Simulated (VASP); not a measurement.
# HfO2 (Fm-3m) in VASP: Born charges and dielectric tensor with LDA

Aim: the Born charges and dielectric tensor of HfO2 with LDA.

Program: VASP 6.6.1. These are calculated values, not measurements. Logs are shortened: lines on timing, memory, paths and dates and some standing lists are left out, and cuts for length are marked.

## (1) Starting point

The structure is cubic, space group Fm-3m (No. 225). The conventional cell has a = 5.105 Å, b = 5.105 Å, c = 5.105 Å, α = 90.00°, β = 90.00°, γ = 90.00°. Hf (site symmetry m-3m) is surrounded by 8 O at 2.21 Å. O (site symmetry -43m) has 4 Hf at 2.21 Å as nearest neighbours.

Measurements of this composition are mostly on another form, of space group No. 14.

## (2) Born charges and dielectric tensor, LDA

INCAR reads:

```
PREC = Accurate
ENCUT = 600
EDIFF = 1E-8
ISMEAR = 0
SIGMA = 0.02
LREAL = F
LASPH = T
NELM = 60
ALGO = Normal
ISIF = 2
LWAVE = F
LCHARG = F
LEPSILON = T
IBRION = 8
NSW = 1
```

KPOINTS reads:

```
Automatic mesh
0
Gamma
  8 8 8
```

POSCAR reads:

```
HfO2
1.0
    0.0000000000      2.5526100000      2.5526100000
    2.5526100000      0.0000000000      2.5526100000
    2.5526100000      2.5526100000      0.0000000000
Hf O
1 2
Direct
    0.0000000000      0.0000000000      0.0000000000
    0.7500000000      0.7500000000      0.7500000000
    0.2500000000      0.2500000000      0.2500000000
```

Potentials or basis: VASP PAW LDA potentials, release 64 (Hf_pv, O).

Command:

```console
cat potpaw_LDA.64/Hf_pv/POTCAR potpaw_LDA.64/O/POTCAR > POTCAR
mpirun -np 1 vasp_std > vasp.out
```

OUTCAR:

```text
PREC = Accurate
   ENCUT = 600
   EDIFF = 1E-8
   ISMEAR = 0
   LREAL = F
   LASPH = T
   NELM = 60
   ISIF = 2
   LEPSILON = T
   IBRION = 8
   NSW = 1

 ion  position               nearest neighbor table
   1  0.000  0.000  0.000-   2 2.21   2 2.21   3 2.21   3 2.21   2 2.21   2 2.21   3 2.21   3 2.21

   2  0.750  0.750  0.750-   1 2.21   1 2.21   1 2.21   1 2.21
   3  0.250  0.250  0.250-   1 2.21   1 2.21   1 2.21   1 2.21

  LATTYP: Found a face centered cubic cell.
 ALAT       =     5.1052200000

  Lattice vectors:

 A1 = (   0.0000000000,   2.5526100000,   2.5526100000)
 A2 = (   2.5526100000,   0.0000000000,   2.5526100000)
 A3 = (   2.5526100000,   2.5526100000,   0.0000000000)

Analysis of symmetry for initial positions (statically):
=====================================================================
 Subroutine PRICEL returns:
 Original cell was already a primitive cell.

 Routine SETGRP: Setting up the symmetry group for a
 face centered cubic supercell.

 Subroutine GETGRP returns: Found 48 space group operations
 (whereof 48 operations were pure point group operations)
 out of a pool of 48 trial point group operations.

The static configuration has the point symmetry O_h .

Analysis of symmetry for dynamics (positions and initial velocities):
=====================================================================
 Subroutine PRICEL returns:
 Original cell was already a primitive cell.

 Routine SETGRP: Setting up the symmetry group for a
 face centered cubic supercell.

 Subroutine GETGRP returns: Found 48 space group operations
 (whereof 48 operations were pure point group operations)
 out of a pool of 48 trial point group operations.

[... 686 lines left out ...]
          XX          YY          ZZ          XY          YZ          ZX
  --------------------------------------------------------------------------------
  x     0.00000     0.00000     0.00000     0.00000     0.00000     0.00000
  y     0.00000     0.00000     0.00000     0.00000     0.00000     0.00000
  z     0.00000     0.00000     0.00000     0.00000     0.00000     0.00000

 PIEZOELECTRIC TENSOR (including local field effects)  for field in x, y, z        (C/m^2)
          XX          YY          ZZ          XY          YZ          ZX
  --------------------------------------------------------------------------------
  x     0.00000     0.00000     0.00000     0.00000     0.00000     0.00000
  y     0.00000     0.00000     0.00000     0.00000     0.00000     0.00000
  z     0.00000     0.00000     0.00000     0.00000     0.00000     0.00000

 BORN EFFECTIVE CHARGES (including local field effects) (in |e|, cummulative output)
 ---------------------------------------------------------------------------------
 ion    1
    1     5.52947     0.00000     0.00000
    2     0.00000     5.52947     0.00000
    3     0.00000     0.00000     5.52947
 ion    2
    1    -2.76474     0.00000     0.00000
    2     0.00000    -2.76474     0.00000
    3     0.00000     0.00000    -2.76474
 ion    3
    1    -2.76474     0.00000     0.00000
    2     0.00000    -2.76474     0.00000
    3     0.00000     0.00000    -2.76474

 INTERNAL STRAIN TENSOR FOR ION    3 for displacements in x,y,z  (eV/Angst):
          X           Y           Z          XY          YZ          ZX
  --------------------------------------------------------------------------------
  x     0.00000     0.00000     0.00000     0.00000    -4.77773     0.00000
  y    -0.00000    -0.00000    -0.00000     0.00000     0.00000    -4.77773
  z     0.00000     0.00000    -0.00000    -4.77773     0.00000     0.00000

 SECOND DERIVATIVES (NOT SYMMETRIZED)
 ------------------------------------
               1X          1Y          1Z          2X          2Y          2Z          3X          3Y          3Z
  1X    -3.082583    0.000000    0.000000    1.541292    0.000000    0.000000    1.541292    0.000000    0.000000
  1Y     0.000000   -3.082583    0.000000    0.000000    1.541292    0.000000    0.000000    1.541292    0.000000
  1Z     0.000000    0.000000   -3.082583    0.000000    0.000000    1.541292    0.000000    0.000000    1.541292
  2X     1.539634    0.000000    0.000000   -9.337013    0.000000    0.000000    7.797379    0.000000    0.000000
  2Y     0.000000    1.539634   -0.000000    0.000000   -9.337013    0.000000    0.000000    7.797379    0.000000
  2Z     0.000000   -0.000000    1.539634    0.000000    0.000000   -9.337013    0.000000    0.000000    7.797379
  3X     1.539634    0.000000    0.000000    7.797379    0.000000    0.000000   -9.337013    0.000000    0.000000
  3Y     0.000000    1.539634   -0.000000    0.000000    7.797379    0.000000    0.000000   -9.337013    0.000000
  3Z     0.000000   -0.000000    1.539634    0.000000    0.000000    7.797379    0.000000    0.000000   -9.337013

 Eigenvectors and eigenvalues of the dynamical matrix
 ----------------------------------------------------

   1 f  =   16.178009 THz   101.649429 2PiTHz  539.640299 cm-1    66.906840 meV
             X         Y         Z           dx          dy          dz
      0.000000  0.000000  0.000000    -0.000000    0.000000   -0.000000
      3.828915  3.828915  3.828915    -0.014745   -0.706953   -0.000000
      1.276305  1.276305  1.276305     0.014745    0.706953    0.000000
[... 43 lines left out ...]
   9 f/i=    0.001018 THz     0.006393 2PiTHz    0.033941 cm-1     0.004208 meV
             X         Y         Z           dx          dy          dz
      0.000000  0.000000  0.000000     0.617872    0.682536    0.014624
      3.828915  3.828915  3.828915     0.185091    0.204462    0.004381
      1.276305  1.276305  1.276305     0.185091    0.204462    0.004381

--------------------------------------------------------------------------------------------------------

 MACROSCOPIC STATIC DIELECTRIC TENSOR IONIC CONTRIBUTION
 ------------------------------------------------------
          53.974767    -0.000000     0.000000
          -0.000000    53.974767    -0.000000
           0.000000    -0.000000    53.974767
 ------------------------------------------------------

 ELASTIC MODULI CONTR FROM IONIC RELAXATION (kBar)
 Direction    XX          YY          ZZ          XY          YZ          ZX
 --------------------------------------------------------------------------------
 XX          -0.0000     -0.0000     -0.0000      0.0000      0.0000     -0.0000
 YY          -0.0000     -0.0000     -0.0000      0.0000      0.0000     -0.0000
 ZZ          -0.0000     -0.0000     -0.0000     -0.0000      0.0000     -0.0000
 XY           0.0000      0.0000     -0.0000   -128.3308      0.0000      0.0000
 YZ           0.0000      0.0000      0.0000     -0.0000   -128.3308      0.0000
 ZX          -0.0000     -0.0000     -0.0000      0.0000      0.0000   -128.3308
 --------------------------------------------------------------------------------

 PIEZOELECTRIC TENSOR IONIC CONTR  for field in x, y, z        (C/m^2)
          XX          YY          ZZ          XY          YZ          ZX
  --------------------------------------------------------------------------------
  x    -0.00000     0.00000    -0.00000     0.00000     0.00000     0.00000
  y     0.00000     0.00000     0.00000     0.00000    -0.00000    -0.00000
  z     0.00000     0.00000    -0.00000    -0.00000     0.00000     0.00000
```

stdout:

```text
POSCAR found type information on POSCAR HfO
 POSCAR found :  2 types and       3 ions
 scaLAPACK will be used
 LDA part: xc-table for (Slater(with rela. corr.)+CA(PZ))
 , standard interpolation
 POSCAR, INCAR and KPOINTS ok, starting setup
 FFT: planning ... GRIDC
 FFT: planning ... GRID_SOFT
 FFT: planning ... GRID
[... 24 lines left out ...]
 Linear response to external field, progress :
  Direction:   3
 dielectric tensor                  component  3 :     0.004     0.040     5.384
 Linear response DOF=           2
 Linear response progress:
 first order change of Fermi-energy  -0.41924E-04
 force on displaced ion       1 direction 1 :  -3.083   0.000   0.000
 Born effective charge ion    1 direction 1 :   5.529   0.000   0.000
 Linear response progress:
 first order change of Fermi-energy  -0.16374E+00
 force on displaced ion       2 direction 1 :  -9.337   0.000   0.000
 Born effective charge ion    2 direction 1 :  -2.765   0.000   0.000
 Born effective charges drift removed
 Linear response finished
```

Run time: 3.1 min. Hardware: 1 thread of Intel Xeon 6975P-C (Granite Rapids), shared host; peak memory 0.32 GiB.

Results:

```yaml
Band_gap_on_the_k_mesh: 3.54 eV, direct
Electronic_dielectric_tensor_diagonal: 5.38
Born_charges_mean_of_the_diagonal: Hf +5.53; O -2.76 e
Highest_phonon_frequency_at_Γ_LO-TO_splitting_left_out: 540 cm⁻¹
```

Phonon frequencies in cm⁻¹ (negative: imaginary):
```tsv
q point	frequencies
(0.000, 0.000, 0.000)	0 0 0 176 176 176 540 540 540
```

Electronic dielectric tensor:
```
5.38 0.00 0.00
0.00 5.38 0.00
0.00 0.00 5.38
```

Born effective charge tensors (e):
atom 1, Hf
```
5.53 0.00 0.00
0.00 5.53 0.00
0.00 0.00 5.53
```
atom 2, O
```
-2.76  0.00  0.00
 0.00 -2.76  0.00
 0.00  0.00 -2.76
```
atom 3, O
```
-2.76  0.00  0.00
 0.00 -2.76  0.00
 0.00  0.00 -2.76
```

Caveat: spin-orbit coupling is left out, which moves the levels of the heavy elements.
